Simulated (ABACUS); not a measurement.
Here is an ABACUS 3.10.1 calculation.

File INPUT:

```
INPUT_PARAMETERS
suffix              MgB2
calculation         scf
basis_type          lcao
pseudo_dir          ./
orbital_dir         ./
symmetry            1
dft_functional      pbe
ecutwfc             100
pseudo_rcut         10
nspin               1
nbands              12
ks_solver           genelpa
smearing_method     fd
smearing_sigma      0.00367493
scf_thr             1e-07
scf_nmax            100
mixing_type         broyden
mixing_beta         0.7
cal_force           1
cal_stress          1
out_mul             1
```

File STRU:

```
ATOMIC_SPECIES
Mg 24.3050 Mg.upf
B 10.8100 B.upf

NUMERICAL_ORBITAL
Mg_confined-atom_8au_3s2p1d.orb
B_confined-atom_7au_2s2p1d.orb

LATTICE_CONSTANT
1.8897261246

LATTICE_VECTORS
3.0850000000 0.0000000000 0.0000000000
-1.5425000000 2.6716883707 0.0000000000
0.0000000000 0.0000000000 3.5230000000

ATOMIC_POSITIONS
Direct

Mg
0.0
1
0.0195880000 -0.0064130000 -0.0098050000 1 1 1

B
0.0
2
0.6644080000 0.3216100000 0.4917100000 1 1 1
0.3363740000 0.6663920000 0.5092550000 1 1 1
```

Contents of KPT:

```
K_POINTS
0
Gamma
10 10 8 0 0 0
```

Potentials or basis: PseudoDojo NC SR 0.4.1 PBE standard, DZP LCAO (the cutoffs set its grid).

Launch:

```sh
$ OMP_NUM_THREADS=1 mpirun -np 4 abacus > log
```

(1) Predict the largest force.

(2) Predict the band gap on the k mesh.

(3) Estimate the Mulliken charges.

Answers

(1) 0.736 eV/Å.

(2) none (metal or under the smearing width).

(3) Mg +0.79; B -0.39, -0.40 e.

Caveat: the atomic orbitals were generated for these runs and aren't a published set; the basis of atomic orbitals isn't converged, which shifts pressures, moduli and gaps.
